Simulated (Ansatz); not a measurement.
# InSe (layers cut from the bulk crystal): converging the G0W0 gap

How do accuracy and time trade against each other in G0W0 on InSe (layers cut from the bulk crystal)?

Method: G0W0 on PBE, plane waves, PAW, in Ansatz 0.2.0.

Report form: the programs' logs are mostly left out.

## (1) Set-up

The cell holds 4 atoms: 2 Se and 2 In. Its edges and angles: a = 4.028 Å, b = 4.028 Å, c = 34.000 Å, α = 90.0°, β = 90.0°, γ = 120.0°. It derives from InSe. Vacuum lies along c.

As a file:

```cif
data_structure
_symmetry_space_group_name_H-M 'P 1'
_symmetry_Int_Tables_number 1
_cell_length_a 4.0283
_cell_length_b 4.0283
_cell_length_c 34.0000
_cell_angle_alpha 90.000
_cell_angle_beta 90.000
_cell_angle_gamma 120.000
_cell_volume 477.81
loop_
_atom_site_label
_atom_site_type_symbol
_atom_site_fract_x
_atom_site_fract_y
_atom_site_fract_z
_atom_site_occupancy
Se1 Se 0.33333 0.66667 0.42084 1
In2 In 0.66667 0.33333 0.45891 1
In3 In 0.66667 0.33333 0.54109 1
Se4 Se 0.33333 0.66667 0.57916 1
```

The structure was relaxed with PBE-D3(BJ). The runs that relaxed it are not among those shown. The default PAW set here is soft_1. Its files were made with PBE. The Coulomb interaction is cut off across the vacuum.

## (2) 127 empty bands, screening to 24 eV

Now the one-shot GW correction: screening in the RPA, then the self-energy of the levels asked for.

File input.yaml:

```yaml
crystal:
  lattice:
    - [4.0283038166, 0.0, 0.0]
    - [-2.0141519083, 3.4886134394, 0.0]
    - [0.0, 0.0, 34.0]
  atoms:
    - { symbol: Se, position: [0.3333333333, 0.6666666667, 0.4208363843] }
    - { symbol: In, position: [0.6666666667, 0.3333333333, 0.4589065086] }
    - { symbol: In, position: [0.6666666667, 0.3333333333, 0.5410934914] }
    - { symbol: Se, position: [0.3333333333, 0.6666666667, 0.5791636157] }
  periodic: [true, true, false]
kpoints:
  mp_grid: { grid: [6, 6, 1] }
hamiltonian:
  xc: pbe
  pseudopotentials: { kind: paw, azcp: { folder: "./paw" } }
scf:
  occupations: { method: fixed }
gw:
  n_empty_bands: 127
  ecut_chi: 24.0
  qp_bands: [v2, c2]
  qp_kpoints: band_edges
  screening: { model: contour_deformation }
```

Command:

```bash
> ansatz run input.yaml --threads 3 --pin off --max-ram 92160MiB --backend cuda --events-out ev --progress --plain --runs-dir out --devices 1 --max-vram 13GiB
```

The job ended after 31 s (1 × NVIDIA H100 80GB HBM3 (shared by 6 runs) with 3 threads of AMD EPYC 7R13 (Zen 3), shared host; peak memory 1.3 GiB).

This step gave:

```yaml
bands_summed: 156
plane_waves_in_the_screening_matrix: 141
q_points_in_the_mesh: 36
g0w0_gap_on_the_mesh: 2.834 eV
k_of_the_valence_top: 0, 0.1667, 0
k_of_the_conduction_bottom: 0, 0, 0
starting_gap_on_the_mesh: 1.624 eV
z_at_the_valence_top: 0.7526
z_at_the_conduction_bottom: 0.7804
least_direct_g0w0_gap_on_the_computed_points: 2.939 eV
```

The gap on the mesh goes from 1.62 eV to 2.83 eV, a correction of +1.21 eV. Between the two edge states, bare exchange in place of the xc potential would open the gap by 5.31 eV, and correlation takes back 4.10 eV.

## (3) 360 empty bands, screening to 48 eV

Another rung: the empty bands reach about as high as the screening cutoff, so the two stay in balance.

Changes to input.yaml since step 2:

```diff
@@ -19,4 +19,4 @@
 gw:
-  n_empty_bands: 127
-  ecut_chi: 24.0
+  n_empty_bands: 360
+  ecut_chi: 48.0
   qp_bands: [v2, c2]
```

Run time: 44 s. Hardware: 1 × NVIDIA H100 80GB HBM3 (shared by 6 runs) with 3 threads; peak memory 1.8 GiB; 39 s of CPU time.

Numbers from this step:

```
bands summed                                 : 389
plane waves in the screening matrix          : 351
q-points in the mesh                         : 36
G0W0 gap on the mesh                         : 2.818 eV
k of the valence top                         : 0, 0.1667, 0
k of the conduction bottom                   : 0, 0, 0
starting gap on the mesh                     : 1.624 eV
Z at the valence top                         : 0.7466
Z at the conduction bottom                   : 0.7745
least direct G0W0 gap on the computed points : 2.898 eV
```

Against the run with 6×6×1 mesh, 127 empty bands, screening to 24 eV, the gap moves by −0.016 eV.

## (4) 776 empty bands, screening to 80 eV

Changes to input.yaml since step 3:

```diff
@@ -18,5 +18,6 @@
   occupations: { method: fixed }
+  convergence: { dr2_threshold: 1.0e-10 }
 gw:
-  n_empty_bands: 360
-  ecut_chi: 48.0
+  n_empty_bands: 776
+  ecut_chi: 80.0
   qp_bands: [v2, c2]
```

Run time: 53 s. Hardware: 1 × NVIDIA H100 80GB HBM3 (shared by 6 runs) with 3 threads; peak memory 2.9 GiB.

This step gave:

| Quantity | Value |
| --- | --- |
| bands summed | 805 |
| plane waves in the screening matrix | 727 |
| G0W0 gap on the mesh | 2.831 eV |
| k of the valence top | 0, 0.1667, 0 |
| k of the conduction bottom | 0, 0, 0 |
| starting gap on the mesh | 1.625 eV |
| least direct G0W0 gap on the computed points | 2.899 eV |

Against the run with 6×6×1 mesh, 360 empty bands, screening to 48 eV, the gap moves by +0.013 eV.

## (5) 1426 empty bands, screening to 120 eV

Changes to input.yaml since step 4:

```diff
@@ -18,6 +18,5 @@
   occupations: { method: fixed }
-  convergence: { dr2_threshold: 1.0e-10 }
 gw:
-  n_empty_bands: 776
-  ecut_chi: 80.0
+  n_empty_bands: 1426
+  ecut_chi: 120.0
   qp_bands: [v2, c2]
```

Elapsed: 87 s, on 1 × NVIDIA H100 80GB HBM3 (shared by 6 runs) with 3 threads; peak memory 5.4 GiB; 86 s of CPU time.

This step gave:

```yaml
bands_summed: 1455
plane_waves_in_the_screening_matrix: 1489
g0w0_gap_on_the_mesh: 2.820 eV
k_of_the_valence_top: 0, 0.1667, 0
k_of_the_conduction_bottom: 0, 0, 0
starting_gap_on_the_mesh: 1.624 eV
least_direct_g0w0_gap_on_the_computed_points: 2.882 eV
```

Against the run with 6×6×1 mesh, 776 empty bands, screening to 80 eV, the gap moves by −0.012 eV.

## (6) Changing the k mesh: 3×3×1 mesh, 360 empty bands, screening to 48 eV

A second mesh at equal bands and cutoff isolates the sampling error. Bands and cutoff differ from the step before, so it is read against an earlier run that matches them.

Changes to input.yaml since step 5:

```diff
@@ -12,3 +12,3 @@
 kpoints:
-  mp_grid: { grid: [6, 6, 1] }
+  mp_grid: { grid: [3, 3, 1] }
 hamiltonian:
@@ -19,4 +19,4 @@
 gw:
-  n_empty_bands: 1426
-  ecut_chi: 120.0
+  n_empty_bands: 360
+  ecut_chi: 48.0
   qp_bands: [v2, c2]
```

Run time: 28 s. Hardware: 1 × NVIDIA H100 80GB HBM3 (shared by 6 runs) with 3 threads; peak memory 1.5 GiB; 9.3 s of CPU time.

This step gave:

* bands summed: 389
* plane waves in the screening matrix: 351
* G0W0 gap on the mesh: 2.290 eV
* k of the valence top: 0, 0, 0
* k of the conduction bottom: 0, 0, 0
* starting gap on the mesh: 1.686 eV
* least direct G0W0 gap on the computed points: 2.290 eV

Against the run with 6×6×1 mesh, 360 empty bands, screening to 48 eV, the gap moves by −0.53 eV, while the start moved by +0.06 eV. A band edge is found at another k point on this mesh.

## (7) Changing the k mesh: 9×9×1 mesh, 360 empty bands, screening to 48 eV

Changes to input.yaml since step 6:

```diff
@@ -12,3 +12,3 @@
 kpoints:
-  mp_grid: { grid: [3, 3, 1] }
+  mp_grid: { grid: [9, 9, 1] }
 hamiltonian:
```

It took 63 s on 1 × NVIDIA H100 80GB HBM3 (shared by 6 runs) with 3 threads; peak memory 2.3 GiB.

Numbers from this step:

```yaml
bands_summed: 389
plane_waves_in_the_screening_matrix: 351
g0w0_gap_on_the_mesh: 2.874 eV
k_of_the_valence_top: 0.1111, 0.1111, 0
k_of_the_conduction_bottom: 0, 0, 0
starting_gap_on_the_mesh: 1.627 eV
least_direct_g0w0_gap_on_the_computed_points: 2.960 eV
```

Against the run with 3×3×1 mesh, 360 empty bands, screening to 48 eV, the gap moves by +0.58 eV, while the start moved by −0.06 eV. A band edge is found at another k point on this mesh.

## (8) Convergence and cost

Times are wall times on 1 × NVIDIA H100 80GB HBM3 (shared by 6 runs) with 3 threads of AMD EPYC 7R13 (Zen 3), shared host, good to a factor of about two.

| mesh | files | frequency | bands summed | cutoff (eV) | start (eV) | G0W0 (eV) | time | host memory (GiB) |
| --- | --- | --- | --- | --- | --- | --- | --- | --- |
| 6×6×1 | default PAW | contour deformation | 156 | 24 | 1.624 | 2.834 | 31 s | 1.3 |
| 6×6×1 | default PAW | contour deformation | 389 | 48 | 1.624 | 2.818 | 44 s | 1.8 |
| 6×6×1 | default PAW | contour deformation | 805 | 80 | 1.625 | 2.831 | 53 s | 2.9 |
| 6×6×1 | default PAW | contour deformation | 1455 | 120 | 1.624 | 2.820 | 87 s | 5.4 |
| 3×3×1 | default PAW | contour deformation | 389 | 48 | 1.686 | 2.290 | 28 s | 1.5 |
| 9×9×1 | default PAW | contour deformation | 389 | 48 | 1.627 | 2.874 | 63 s | 2.3 |

The parts of the quasiparticle energy at the two band edges (eV; QP = start + Σx + Σc − Vxc):

| run | edge | start | Σx | Σc | Vxc | Z | QP |
| --- | --- | --- | --- | --- | --- | --- | --- |
| 156 bands | valence top | -5.99 | -15.56 | 1.74 | -13.59 | 0.75 | -6.22 |
| 156 bands | conduction bottom | -4.37 | -9.92 | -2.36 | -13.25 | 0.78 | -3.38 |
| 389 bands | valence top | -5.99 | -15.56 | 1.46 | -13.59 | 0.75 | -6.50 |
| 389 bands | conduction bottom | -4.37 | -9.92 | -2.65 | -13.25 | 0.77 | -3.68 |
| 805 bands | valence top | -5.99 | -15.56 | 1.25 | -13.59 | 0.74 | -6.72 |
| 805 bands | conduction bottom | -4.37 | -9.92 | -2.86 | -13.25 | 0.77 | -3.88 |
| 1455 bands | valence top | -5.99 | -15.56 | 1.11 | -13.59 | 0.74 | -6.86 |
| 1455 bands | conduction bottom | -4.37 | -9.92 | -3.01 | -13.25 | 0.77 | -4.04 |

## (9) What came out

| Item | Value |
| --- | --- |
| 156 bands, 24 eV | 2.834 eV |
| 389 bands, 48 eV | 2.818 eV |
| 805 bands, 80 eV | 2.831 eV |
| 1455 bands, 120 eV | 2.820 eV |
| mesh and start | 6×6×1, PBE |

**Reading.** From 156 to 1455 bands the gap moves by −0.01 eV while the time grows 2.8-fold. Σc changes by −0.64 eV at the valence top and −0.65 eV at the conduction bottom, so the levels themselves move more than the gap between them. The gap turns back along the series, so no limit is drawn from it. On the 3×3×1 mesh in place of 6×6×1 the gap differs by −0.53 eV, of which +0.06 eV is already in the start. On the 9×9×1 mesh in place of 6×6×1 the gap differs by +0.06 eV, of which +0.003 eV is already in the start. The mesh in the plane is coarse for a sheet; gap and any exciton binding can still move on denser ones. The many-body steps are scalar-relativistic: spin-orbit coupling is not in them.

[Paths, hosts, dates, memory and timing lines, banners, echoed tables and standing remarks are left out of the program output.]

[Logs are printed without paths, hosts, clocks, repeated set-up lines and the standing remarks that a program may print on its own settings, such as how far it seeks lower states.]

[Runs of the session that timed out or met a known fault of the program may be left out.]

[Cells called generated may have been cut or substituted from an entry of the Crystallography Open Database or the Materials Project.]

[Hosts, paths, dates, database ids (printed as entryN), source tags and the programs' standing remarks are cut or masked in the printed files.]
